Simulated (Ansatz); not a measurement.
# CdS (Fm-3m) in Ansatz: a series of runs, part 2 of 2

Ansatz 0.2.0.

## 3. Single point, B3LYP+D4

Contents of input.yaml:

```yaml
crystal:
  lattice:
    - [0.0, 2.753244, 2.753244]
    - [2.753244, 0.0, 2.753244]
    - [2.753244, 2.753244, 0.0]
  atoms:
    - { symbol: Cd, position: [0.0, 0.0, 0.0] }
    - { symbol: S, position: [0.5, 0.5, 0.5] }
hamiltonian:
  xc: b3lyp
  pseudopotentials: { kind: paw }
  dispersion: d4
kpoints:
  mp_grid: { grid: [5, 5, 5] }
scf:
  occupations: { method: fixed }
output:
  forces: true
  stress: true
  eigenvalues: true
  write_density: true
  write_potential: true
  elf: true
  volumetric_format: npy
```

Potentials or basis: Ansatz PAW.

The run is started by

```
ansatz run input.yaml --threads 2 --pin off --max-ram 5120MiB --backend cpu --events-out ev --progress --plain --runs-dir out
```

Output:

```text
Warning: output.stress: scf.convergence.dr2_threshold = 1e-7 eV (the SCF's general default) is looser than the 2e-10 eV advised for a printed stress (1e-10 eV for each atom of the cell: 2). What an SCF threshold leaves in a stress goes as its square root, and in the free energy as the threshold itself, and one threshold admits the most on a small cell: of the crystals measured, under no hybrid functional and no lock of the moments, on runs that ended without the residual-converged pass, on stresses that held no estimate of that error, the worst erred by over 100 MPa in a component at 1e-7 eV an atom and by under 5 at 1e-10. Set scf.convergence.dr2_threshold to 2e-10 eV or tighter. The threshold is an SCF's pass mark: one that does not reach it within its budget of iterations ends unconverged, or closes short of it on a stop that the run arms, and scf.convergence.dr2_threshold's page says what that costs each kind of run
Warning: output.stress: scf.exx.energy_threshold = 1e-6 eV is looser than the 2e-8 eV advised for a stress under a hybrid functional (1e-8 eV for each atom of the cell: 2). Every SCF of the exchange loop can meet its threshold on dr2 while the loop round them stops early: no threshold on dr2 bounds what that leaves in the stress. Set scf.exx.energy_threshold to 2e-8 eV or tighter. The threshold is the loop's pass mark: a loop that does not reach it within its budget of cycles ends unconverged, and scf.exx.energy_threshold's page has the law
Warning: RAYON_NUM_THREADS=2 ignored (pool sized by the plan → 2); use --threads N
Engine: ansatz 0.2.0, aarch64-unknown-linux-gnu
Pseudopotentials: kind: paw
Pseudopotential: Cd, paw, valence charge 20, recommended cutoff 420 eV (normal), Cd.paw.azcp
Pseudopotential: S, paw, valence charge 6, recommended cutoff 420 eV (normal), S.paw.azcp
Functional definition: B3LYP
  parameter a0 = 0.2
  parameter ax = 0.72
  parameter ac = 0.81
  exchange = (1 - a0 - ax)*slater_x + ax*b88_x + a0*exact_x
  correlation = (1 - ac)*vwn_rpa_c + ac*lyp_c
davidson cushion auto → on  (no smearing: the cushion is to keep the highest requested band from converging to the state above it; pin scf.eigensolver.cushion to override)
Crystal: 2 atoms, lattice volume = 41.741 Å³
Basis set: ecut = 420 eV, 869 PW (Γ), exchange–correlation on 54×54×54 points (8 copies of the dense FFT grid, shifted against one another)
Bands: 17, of which v1, the nominal top of the filled ones, is band 13 counted from 1 (12 counted from 0)
Symmetry: 48 space group operations
Space group: Fm-3m (ITA 225), of the structure as read, at distance tolerance 3.5e-5 Å
k-points: 10 of 125
Non-local potential: Cd, projectors of the file, l = 0: 3, l = 1: 2, l = 2: 2, l = 3: 1
Non-local potential: S, projectors of the file, l = 0: 2, l = 1: 2, l = 2: 2
PAW form: soft (Blöchl's): semilocal exchange-correlation on the pseudo side does not see the compensation charge
PAW frozen core: Cd, regenerated for the run's functional, and the local potential with it (the file was generated under x = pbe(κ = 0.804, μ = 0.2195149727645171), c = pbe(β = 0.06672455060314922))
PAW frozen core: S, regenerated for the run's functional, and the local potential with it (the file was generated under x = pbe(κ = 0.804, μ = 0.2195149727645171), c = pbe(β = 0.06672455060314922))
PAW one-centre angular grid: Cd, 590 points (default); XC on 64 Gauss nodes
PAW one-centre angular grid: S, 110 points (default); XC on 64 Gauss nodes
Initial density: superposition of atomic densities (neutral atoms: chi_scale 0, normalization atom), corrected by the library's trained network
Initial wavefunctions: pseudopotential atomic-orbital guess
Functional: x = 0.1 slater + 0.9 b88, c = 0.19 vwn_rpa + 0.81 lyp, warm-up for x = 0.08 slater + 0.72 b88 + 0.2 exact, c = 0.19 vwn_rpa + 0.81 lyp
SCF iter   1: F=—  HF=-9173.633296 eV  |F-HF|=—  |Δ(HF+E_count)|=         —  Δρ=7.89e-3  dr2=3.73e-2  ethr=1.77e-3  ⟨swp⟩=8.0  Hψ=786  notcnv=0
preconditioner: auto → none  [insulator: Δε(μ)=0.793 eV  Ē_g=12.483 eV  n_scr=14 (ndim 8)  ℏωp=24.4 eV  f_vac=0.007]
iter 2 solved again at ethr=1.24e-5 eV; its pass at ethr=1.44e-4 eV (dr2=3.21e-3 eV) is discarded
SCF iter   2: F=—  HF=-9173.622238 eV  |F-HF|=—  |Δ(HF+E_count)|=   1.11e-2  Δρ=2.20e-3  dr2=3.19e-3  ethr=1.24e-5  ⟨swp⟩=2.2  Hψ=843  notcnv=0
SCF iter   3: F=—  HF=-9173.621238 eV  |F-HF|=—  |Δ(HF+E_count)|=   9.99e-4  Δρ=8.72e-4  dr2=1.82e-4  ethr=1.23e-5  ⟨swp⟩=3.0  Hψ=444  notcnv=0
SCF iter   4: F=-9173.621253 eV  HF=-9173.621250 eV  |F-HF|=2.56e-6  |Δ(HF+E_count)|=   1.22e-5  Δρ=2.66e-4  dr2=1.52e-5  ethr=7.01e-7  ⟨swp⟩=3.0  Hψ=434  notcnv=0
SCF 1 stopped early in 4 iterations: F = -9173.621253 eV  dr2 = 1.52e-5
Initial density: handed on by an earlier stage of this run
Initial wavefunctions: those handed on with the density
Functional: x = 0.08 slater + 0.72 b88 + 0.2 exact, c = 0.19 vwn_rpa + 0.81 lyp
Frozen-core exchange: fock
SCF iter   1: F=—  HF=-9177.505789 eV  |F-HF|=—  |Δ(HF+E_count)|=         —  Δρ=5.80e-3  dr2=1.01e-2  ethr=5.86e-7  ⟨swp⟩=6.8  Hψ=879  notcnv=0
preconditioner: auto → none  [insulator: Δε(μ)=1.933 eV  Ē_g=14.781 eV  n_scr=14 (ndim 8)  ℏωp=24.4 eV  f_vac=0.012]
SCF iter   2: F=—  HF=-9177.503313 eV  |F-HF|=—  |Δ(HF+E_count)|=   2.48e-3  Δρ=2.27e-3  dr2=2.06e-3  ethr=5.86e-7  ⟨swp⟩=4.0  Hψ=634  notcnv=0
SCF iter   3: F=—  HF=-9177.510191 eV  |F-HF|=—  |Δ(HF+E_count)|=   6.88e-3  Δρ=1.57e-3  dr2=7.55e-4  ethr=5.86e-7  ⟨swp⟩=4.0  Hψ=605  notcnv=0
SCF iter   4: F=—  HF=-9177.510020 eV  |F-HF|=—  |Δ(HF+E_count)|=   1.71e-4  Δρ=3.06e-4  dr2=4.36e-5  ethr=5.86e-7  ⟨swp⟩=3.0  Hψ=504  notcnv=0
SCF iter   5: F=-9177.510148 eV  HF=-9177.510153 eV  |F-HF|=4.36e-6  |Δ(HF+E_count)|=   1.33e-4  Δρ=1.41e-4  dr2=7.26e-6  ethr=8.83e-8  ⟨swp⟩=3.2  Hψ=475  notcnv=0
SCF 2 stopped early in 5 iterations: F = -9177.510148 eV  dr2 = 7.26e-6
hybrid outer 1: dexx = +8.304e-3 eV, tail = 2.70e-5 eV
Frozen-core exchange: fock
SCF iter   1: F=—  HF=-9177.510188 eV  |F-HF|=—  |Δ(HF+E_count)|=         —  Δρ=3.70e-5  dr2=3.03e-7  ethr=5.18e-7  ⟨swp⟩=2.4  Hψ=386  notcnv=0
preconditioner: auto → none  [insulator: Δε(μ)=1.969 eV  Ē_g=14.761 eV  n_scr=14 (ndim 8)  ℏωp=24.4 eV  f_vac=0.012]
SCF iter   2: F=—  HF=-9177.510188 eV  |F-HF|=—  |Δ(HF+E_count)|=   2.87e-7  Δρ=1.98e-5  dr2=1.25e-7  ethr=1.03e-9  ⟨swp⟩=4.0  Hψ=613  notcnv=0
SCF iter   3: F=—  HF=-9177.510188 eV  |F-HF|=—  |Δ(HF+E_count)|=   2.65e-8  Δρ=4.28e-6  dr2=3.25e-8  ethr=3.45e-10  ⟨swp⟩=3.1  Hψ=437  notcnv=0
SCF iter   4: F=—  HF=-9177.510188 eV  |F-HF|=—  |Δ(HF+E_count)|=   1.40e-7  Δρ=7.70e-6  dr2=1.90e-8  ethr=1.17e-11  ⟨swp⟩=4.1  Hψ=647  notcnv=0
SCF iter   5: F=-9177.510188 eV  HF=-9177.510188 eV  |F-HF|=1.72e-9  |Δ(HF+E_count)|=   7.17e-9  Δρ=2.66e-6  dr2=1.68e-9  ethr=1.17e-11  ⟨swp⟩=3.7  Hψ=560  notcnv=0
SCF 3 converged in 5 iterations: F = -9177.510188 eV  dr2 = 1.68e-9
  Residual-converged pass: ⟨swp⟩=2.0  Hψ=281  notcnv=0  max |occ|·‖R‖ = 1.1e-6 eV (tolerance 2.4e-6 eV)  dr2=1.68e-9  dr2_onsite=3.62e-10  max |Δocc| = 0.0e0
hybrid outer 2: dexx = +1.995e-7 eV, tail = 1.12e-8 eV, Δε = 4.30e-3 eV (about 1.27e-4 eV left of the loop's levels)
hybrid SCF converged: 2 outer / 10 inner (+4 warm-up), last move |dexx| = 2.00e-7 eV, tail = 1.12e-8 eV
Stability not checked: this state was not tested for a lower state beside it, because the functional holds exact exchange (a hybrid, or Hartree-Fock), whose exchange loop this test does not read (fock_operator; see scf.lower_state_search)
Free energy (F): -9177.510188 eV
Frozen-core exchange: fock
Harris-Foulkes:  -9177.510188 eV  (|F-HF|=1.72e-9)
Internal energy: -9177.510188 eV  (E = F + TS)
E sigma→0 (E₀):  -9177.510188 eV
Fermi energy:    8.815168 eV
--- Per-component energies (eV) ---
  E_band       = -503.631562
  E_kinetic    = 613.546507
  E_local      = -3573.680153  (includes V_loc(G=0)·N_el)
  E_nonlocal   = 63.012074
  E_hartree    = 1655.083025
  E_xc         = -223.634183
  E_vxc        = -250.336108  (∫ρ·V_xc dr)
  E_exx        = -88.289391  (= α·E_x^exact, valence–valence)
  E_paw        = -4666.234741  (= ΣΔE_a)
  E_vpaw       = -489.764278  (= ΣTr[D̂ρ^β])
  E_aug_tail   = 0.000015  (compensation charges beyond the density's cutoff)
  E_ewald      = -2955.687317
  E_disp       = -1.213886  (pairwise vdW)
  E_core_change = -0.412139  (= ΣΔE_core)
  E_smearing   = -0.000000  (= −TS)
  E_closure    = -0.000000  (closes the sum)
  Σ components = -9177.510188   (vs F -9177.510188, Δ=-1.82e-12)
--- Forces (eV/Å), atoms counted from 1 ---
  atom   1  Cd    -0.00000000    -0.00000000    -0.00000000
  atom   2  S      0.00000000    -0.00000000    -0.00000000
  max |Σ_I F_I| component: 3.88e-30 eV/Å
--- Stress (GPa, compression-positive) ---
       -2.915875       0.000000      -0.000000
        0.000000      -2.915875      -0.000000
       -0.000000       0.000000      -2.915875
  P = ⅓ Tr σ = -2.9159 GPa (-29.159 kbar)
--- Band table (eV; the first three rows and the last of 10) ---
  k-point 0: bands = ["-97.0050", "-56.9995", "-56.9995", "-56.9995", "-4.8826", "0.0432", "0.0432", "0.0642", "0.0642", "0.0642", "8.0770", "8.0770", "8.0770", "10.9197", "19.6777", "19.6777", "19.6777"]
  k-point 1: bands = ["-97.0049", "-56.9999", "-56.9995", "-56.9995", "-4.5465", "-0.0524", "-0.0524", "0.0333", "0.1248", "0.1248", "5.9444", "8.3039", "8.3039", "12.9813", "17.5927", "18.4246", "18.4246"]
  k-point 2: bands = ["-97.0049", "-57.0006", "-56.9996", "-56.9996", "-3.8745", "-0.2039", "-0.2039", "-0.0783", "0.2289", "0.2289", "3.9836", "8.7201", "8.7201", "13.8619", "16.4828", "16.4828", "17.0219"]
  k-point 9: bands = ["-97.0049", "-57.0003", "-57.0000", "-56.9997", "-3.8831", "-0.0771", "0.0299", "0.1139", "0.2787", "0.6181", "4.8500", "6.0368", "6.9653", "13.2879", "16.7423", "17.5703", "19.0064"]
```

rho_z.tsv:

```text
# z_ang	rho[e/angstrom^3]
# format = ansatz-planar-average/11
# lattice	0.000000000	2.753244000	2.753244000
# lattice	2.753244000	0.000000000	2.753244000
# lattice	2.753244000	2.753244000	0.000000000
# sites	2
# site	48	0.000000000	0.000000000	0.000000000
# site	16	2.753244000	2.753244000	2.753244000
0.000000	1.601225e0
0.144210	1.518246e0
0.288420	1.297150e0
0.432631	1.006896e0
0.576841	7.247277e-1
0.721051	5.062296e-1
[... 19 lines left out ...]
3.605255	1.297150e0
3.749465	1.518246e0
```

v_z.tsv:

```text
# z_ang	v_es[eV]	v_tot[eV]
# format = ansatz-planar-average/11
# xc	b3lyp
# density_cutoff_ev	1680
# datasets	Cd=:simpson_from_first_knot:soft:fock:shift=-634187	S=:simpson_from_first_knot:soft:fock:shift=-541825
# lattice	0.000000000	2.753244000	2.753244000
# lattice	2.753244000	0.000000000	2.753244000
# lattice	2.753244000	2.753244000	0.000000000
# sites	2
# site	48	0.000000000	0.000000000	0.000000000
# site	16	2.753244000	2.753244000	2.753244000
0.000000	5.211060e0	-3.475946e0
0.144210	5.335902e0	-3.306406e0
0.288420	5.678981e0	-2.842507e0
0.432631	6.170047e0	-2.185718e0
0.576841	6.730363e0	-1.449264e0
0.721051	7.298794e0	-7.193757e-1
[... 19 lines left out ...]
3.605255	5.678981e0	-2.842507e0
3.749465	5.335902e0	-3.306406e0
```

It took 9.1 s on 2 threads of Arm Neoverse V2, shared host; peak memory 0.82 GiB.

Results:

```
Free energy            : -9177.5102 eV
Pressure               : -2.9 GPa
Band gap on the k mesh : 1.97 eV, indirect (least direct gap 2.84 eV)
```

Caveat: odd divisions of the mesh miss points on the zone boundary, where band edges often lie, so the gap on the mesh can be too wide; the PAW data sets come from PBE, with cores solved anew for the run's functional, which leaves a small shift of forces and pressure; the thresholds are loose for stress.

## 4. Single point, PBEsol+D4, collinear spin, random start (atoms moved at random, drawn with an rms of 0.02 Å)

Contents of run.py:

```python
import json

import ase.io
import numpy as np
from ase.calculators.calculator import CalculationFailed, Calculator
from ase.stress import full_3x3_to_voigt_6_stress
from ase.units import GPa

import ansatz as az

class AnsatzCalculator(Calculator):
    implemented_properties = ["energy", "free_energy", "forces", "stress", "magmom"]

    def calculate(self, atoms, properties, system_changes):
        super().calculate(atoms, properties, system_changes)
        structure = atoms.copy()
        structure.set_constraint()
        structure.set_momenta(None)
        structure.set_masses(None)
        outcome = (
            az.Crystal.from_ase(structure)
            .calculation()
            .basis(xc_grid=2)
            .kpoints(6, 6, 6)
            .functional("pbesol", dispersion="d4")
            .pseudopotentials(kind="nc", accuracy="stringent", xc_functional="pbesol")
            .spin("collinear")
            .scf(tolerance=2e-10)
            .occupations(method="gaussian", width=0.02)
            .forces()
            .stress()
            .run(threads=2)
        )
        if not outcome.report["converged"]:
            raise CalculationFailed("SCF not converged")
        report = outcome.report
        self.results = {
            "free_energy": report["lagrangian_ev"],
            "energy": report["lagrangian_ev"],
            "forces": np.array(report["forces_ev_ang"]),
            "stress": -GPa * full_3x3_to_voigt_6_stress(report["stress_gpa"]),
            "magmom": report["magnetization_mub"],
        }

np.set_printoptions(precision=5, suppress=True, linewidth=110)
atoms = ase.io.read("POSCAR", format="vasp")
atoms.set_initial_magnetic_moments([0.03, 0.0])
atoms.calc = AnsatzCalculator()
print(f"free energy {atoms.get_potential_energy():.6f} eV")
print("forces (eV/A)", atoms.get_forces(), sep="\n")
print("stress (GPa, Voigt, tension positive)", atoms.get_stress() / GPa, sep="\n")
print(f"moment {atoms.get_magnetic_moment():.4f} muB")
```

Contents of POSCAR:

```
CdS
1.0
    0.0000000000      2.7532440000      2.7532440000
    2.7532440000      0.0000000000      2.7532440000
    2.7532440000      2.7532440000      0.0000000000
Cd S
1 1
Direct
    0.0006740000      0.0016530000      0.0061080000
    0.5009170000      0.5006620000      0.4990690000
```

Potentials or basis: PseudoDojo PBEsol stringent.

The run is started by

```
python run.py
```

Wall time 54 s (2 threads of Arm Neoverse V2, shared host); peak memory 1.1 GiB.

Results (log left out):

```
Free energy            : -5064.6076 eV
Pressure               : -5.9 GPa
Largest force          : 0.027 eV/Å
Band gap on the k mesh : 0.13 eV
Net moment             : 0.00 μB per cell
Absolute moment        : 0.00 μB per cell
```

Forces in eV/Å, atoms in the order of the input:
```
Cd  -0.020 -0.017 -0.002
S    0.020  0.017  0.002
```

Caveat: the starting moments weren't kept. A k mesh can miss the band edges.

## 5. Overview

| level | potentials or basis | spin | cell | k mesh | cutoff (eV) | smearing | driver | gap on the mesh (eV) | pressure (GPa) |
| --- | --- | --- | --- | --- | --- | --- | --- | --- | --- |
| B3LYP+D4 | Ansatz PAW | off | as given | 5 × 5 × 5 | 420 | fixed | chain | 1.97 | -2.9 |
| B3LYP+D4 | Ansatz PAW | off | as given | 5 × 5 × 5 | 420 | fixed | - | 1.97 | -2.9 |
| PBEsol+D4 | PseudoDojo PBEsol stringent | collinear, random start | atoms moved at random, drawn with an rms of 0.02 Å | 6 × 6 × 6 | 1633 | gaussian 0.02 eV | calculator | 0.13 | -5.9 |

Alike in all rows: task single point.

Caveats: odd divisions of the mesh miss points on the zone boundary, where band edges often lie, so the gap on the mesh can be too wide (some runs); the thresholds are loose for stress (some runs); the potentials were made for another functional, which shifts forces and pressure (some runs); the PAW data sets come from PBE, with cores solved anew for the run's functional, which leaves a small shift of forces and pressure (some runs); the starting moments weren't kept (some runs).

Total energies depend on the potentials used, so only differences within one code and one set of settings carry meaning.
